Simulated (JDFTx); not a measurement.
**CoO under changes of volume**

One of the cells (9.684 Å³/atom); the others are scaled copies at fixed shape and fractional positions:

```
CELL_PARAMETERS angstrom
0.00000 2.13150 2.13150
2.13150 0.00000 2.13150
2.13150 2.13150 0.00000
ATOMIC_POSITIONS crystal
Co 0.00000 0.00000 0.00000
O 0.50000 0.50000 0.50000
```

```yaml
Program: JDFTx 1.7.0 (patched build)
Functional: LDA
Potentials_or_basis: PseudoDojo-SR-LDA-0.4.1-standard
Cutoff: 1306 eV
Density_cutoff: 10449 eV
k_mesh: 11 × 11 × 11
Occupations: fermi-dirac, width 0.05 eV
Spin: collinear spin, ferromagnetic start
Starting_moments: "[2.0, 0.0] μB"
```

| volume (Å³/atom) | energy over the lowest point (meV/atom) | pressure (GPa) | moment (μB per cell) |
| --- | --- | --- | --- |
| 9.103 | 0.00 | -12.1 | 2.62 |
| 9.297 | ? | ? | ? |
| 9.490 | 34.47 | -17.2 | 2.83 |
| 9.684 | 56.97 | -19.8 | 2.88 |
| 9.878 | 82.34 | -22.1 | 2.93 |
| 10.071 | 110.31 | -24.3 | 2.97 |
| 10.265 | 140.87 | -26.3 | 2.98 |

**Question.** What does the run at 9.297 Å³/atom give?

**Answer.** Energy over the lowest point 15.46 meV/atom; pressure -14.5 GPa; moment 2.76 μB per cell.

Worked out: A Birch-Murnaghan fit of order 3 (a polynomial in V^(-2/3)) to the other rows has no minimum within the range. It gives 15.46 meV/atom at 9.297 Å³/atom, against the run's 15.46, and -dE/dV = -14.3 GPa, against -14.5. A parabola through the other rows of the moment, of slope 0.503 μB per Å³/atom there, gives 2.73 μB, against the run's 2.76.

Energies are extrapolated to zero smearing.

Caveats: a cell with one magnetic atom can't hold antiferromagnetic order, which such compounds often take.
